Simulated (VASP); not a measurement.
Write an ASE script for VASP 6.6.1 that does the following.

```
Task                   : single point
Functional             : PBE
Potentials or basis    : VASP PAW PBE potentials, release 64 (S_GW, Be_GW)
Cutoff                 : 550 eV
k mesh                 : 9 × 9 × 9
Occupations            : fermi-dirac, width 0.1 eV
Spin                   : no spin polarisation
Further INCAR settings : ALGO = Fast; EDIFF = 1.00e-06
```

The structure of BeS lies in BeS.cif:

```cif
data_BeS
_cell_length_a 3.69428229
_cell_length_b 3.69428229
_cell_length_c 3.69428229
_cell_angle_alpha 60.00000000
_cell_angle_beta 60.00000000
_cell_angle_gamma 60.00000000
_space_group_name_H-M_alt 'P1'
_space_group_name_Hall 'P 1'
_space_group_IT_number 1
loop_
_space_group_symop_operation_xyz
'x,y,z'
loop_
_atom_site_label
_atom_site_type_symbol
_atom_site_symmetry_multiplicity
_atom_site_Wyckoff_symbol
_atom_site_fract_x
_atom_site_fract_y
_atom_site_fract_z
_atom_site_occupancy
S1 S 1 a 0.7500000000 0.7500000000 0.7500000000 1
Be1 Be 1 a 0.0000000000 0.0000000000 0.0000000000 1
```

The cell isn't the ideal one: volume scaled by 1.25.

The input as run:

run.py

```python
from ase.calculators.vasp import Vasp
from ase.dft.bandgap import bandgap
from ase.io import read

atoms = read('BeS.cif')
calc = Vasp(
    directory='calc',
    xc='pbe',
    pp='PBE',
    setups={'base': 'minimal', 'S': '_GW', 'Be': '_GW'},
    prec='Accurate',
    encut=550,
    ediff=1e-06,
    ismear=-1,
    sigma=0.1,
    lreal=False,
    lasph=True,
    nelm=100,
    algo='Fast',
    isif=2,
    lwave=False,
    lcharg=False,
    kpts=[9, 9, 9],
    gamma=True,
)
atoms.calc = calc

print('energy (eV):', atoms.get_potential_energy())
print('free energy (eV):', atoms.get_potential_energy(force_consistent=True))
print('forces (eV/A):')
print(atoms.get_forces())
print('stress (eV/A^3, Voigt):', atoms.get_stress())
print('Fermi level (eV):', calc.get_fermi_level())
gap, top, bottom = bandgap(calc)
print('band gap (eV):', gap, 'from (spin, k, band)', top, 'to', bottom)
```

Potentials or basis: VASP PAW PBE potentials, release 64 (S_GW, Be_GW).

Command:

```console
$ python run.py
```

Results of the run:

```yaml
Pressure: -12.8 GPa
Band_gap_on_the_k_mesh: 3.56 eV, indirect (least direct gap 4.15 eV)
```

Caveat: an odd mesh through Γ misses points on the zone boundary, where band edges often lie.

It took 18 s on 1 thread of AMD EPYC 7R13 Processor (Zen 3) (shared host), peak memory 0.13 GiB.
